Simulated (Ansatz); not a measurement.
CuCl2:

```xyz
3
Lattice="-2.2549 2.2549 6.8599 2.2549 -2.2549 6.8599 2.2549 2.2549 -6.8599" Properties=species:S:1:pos:R:3 pbc="T T T"
Cu    0.0000    0.0000    0.0000
Cl    2.2549    0.0000    0.0000
Cl    0.0000    2.2549    0.0000
```

Measurements of this composition are mostly on another form, of space group No. 12.

| Property | Result |
| --- | --- |
| Program | Ansatz 0.2.0 |
| Task | relaxation of cell and atoms |
| Functional | PBEsol |
| Potentials or basis | Ansatz PAW |
| Cutoff | 420 eV (not typed: the program's choice for these potentials) |
| k mesh | 8 × 8 × 8 |
| Occupations | fermi-dirac, width 0.05 eV |
| Spin | no spin polarisation |

At the start: volume 46.50 Å³/atom.

Task: How do energy, volume and symmetry change on relaxing?

Result: It ends after 6 steps and the volume is 45.22 Å³/atom (-2.8 %); space group I4/mmm (No. 139, to 0.05 Å).

Step by step:
| step | energy change (eV) | largest force (eV/Å) | volume (Å³) |
| --- | --- | --- | --- |
| 1 | 0.0000 | 0.0000 | 139.51 |
| 2 | -0.0119 | 0.0000 | 137.69 |
| 3 | -0.0163 | 0.0000 | 135.58 |
| 4 | -0.0163 | 0.0000 | 135.71 |
| 5 | -0.0164 | 0.0000 | 135.67 |
| 6 | -0.0160 | 0.0000 | 135.67 |

Final structure:
```xyz
3
Lattice="-2.2251 2.2251 6.8502 2.2251 -2.2251 6.8502 2.2251 2.2251 -6.8502" Properties=species:S:1:pos:R:3 pbc="T T T"
Cu    0.0000    0.0000    0.0000
Cl    2.2251    0.0000    0.0000
Cl    0.0000    2.2251    0.0000
```

Caveat: the plane-wave basis is chosen anew once the cell has moved, so the energies of steps on either side of that aren't comparable; an odd number of electrons without spin polarisation forces a metal; a magnetic or distorted state may lie lower; the run has no spin polarisation, though such a crystal can be magnetic; the PAW data sets come from PBE, with cores solved anew for the run's functional, which leaves a small shift of forces and pressure.
